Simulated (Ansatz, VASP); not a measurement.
## Two plane-wave programs on BaTiO3

INCAR

```
SYSTEM = BaTiO3
  PREC = Accurate
  ENCUT = 520
  EDIFF = 1E-7
  ISMEAR = -1
  SIGMA = 0.05
  LREAL = .FALSE.
  LASPH = .TRUE.
  NELM = 60
  ALGO = Normal
  ISIF = 2
  LWAVE = .FALSE.
  LCHARG = .FALSE.
  GGA = PE
  NBANDS = 28
```

Contents of KPOINTS:

```
regular mesh
0
G
  7 7 7
  0 0 0
```

POSCAR

```
BaTiO3
1.0
    4.0060000000      0.0000000000      0.0000000000
    0.0000000000      4.0060000000      0.0000000000
    0.0000000000      0.0000000000      4.0060000000
Ba Ti O
1 1 3
Direct
    0.4995820000      0.4932190000      0.5062780000
    0.0000700000     -0.0020440000     -0.0109340000
    0.0033810000      0.0076360000      0.4931720000
    0.0002570000      0.4939700000      0.0067890000
    0.5026220000     -0.0065370000      0.0085460000
```

Contents of input.yaml:

```yaml
crystal:
  lattice:
    - [4.006, 0.0, 0.0]
    - [0.0, 4.006, 0.0]
    - [0.0, 0.0, 4.006]
  atoms:
    - { symbol: Ba, position: [0.499582, 0.493219, 0.506278] }
    - { symbol: Ti, position: [7.0e-05, -0.002044, -0.010934] }
    - { symbol: O, position: [0.003381, 0.007636, 0.493172] }
    - { symbol: O, position: [0.000257, 0.49397, 0.006789] }
    - { symbol: O, position: [0.502622, -0.006537, 0.008546] }
hamiltonian:
  xc: pbe
  pseudopotentials: { kind: paw }
kpoints:
  mp_grid: { grid: [7, 7, 7] }
scf:
  occupations: { method: fermi_dirac, width: 0.05 }
output:
  forces: true
  stress: true
  eigenvalues: true
  write_density: true
  write_potential: true
  elf: true
  volumetric_format: npy
```

Change from the starting cell: atoms moved at random, drawn with an rms of 0.05 Å.

Alike in both runs: task single point; functional PBE; k mesh 7 × 7 × 7; occupations fermi-dirac, width 0.05 eV; no spin polarisation.

|  | VASP | Ansatz |
| --- | --- | --- |
| version | VASP 6.6.1 | Ansatz 0.2.0 |
| potentials or method | VASP PAW PBE potentials, release 64 (Ba_sv, Ti_sv, O) | Ansatz PAW |
| plane-wave cutoff (eV) | 520 | 420 |
| valence electrons in the cell | 40 | 40 |

|  | VASP | Ansatz | Ansatz less VASP |
| --- | --- | --- | --- |
| gap on the k mesh at the Fermi level (eV) | 1.80 | 1.87 | +0.066 |
| least direct gap on the mesh (eV) | 1.90 | 1.92 | +0.025 |
| pressure (GPa) | 3.4 | 1.7 | -1.78 |
| largest component of the traceless stress (GPa) | 0.13 | 0.13 | -0.002 |
| rms of the force components (eV/Å) | 0.251 | 0.250 | -0.0004 |

Atom by atom the forces differ by 0.008 eV/Å (rms over components). The functional is the same, so the differences come from potentials, cutoffs and numerics.

Caveats: spin-orbit coupling is left out, which moves the levels of the heavy elements; an odd mesh through Γ misses points on the zone boundary, where band edges often lie (VASP); odd divisions of the mesh miss points on the zone boundary, where band edges often lie, so the gap on the mesh can be too wide (Ansatz); the pressure holds a Pulay correction of +0.5 GPa for the finite cutoff (Ansatz).
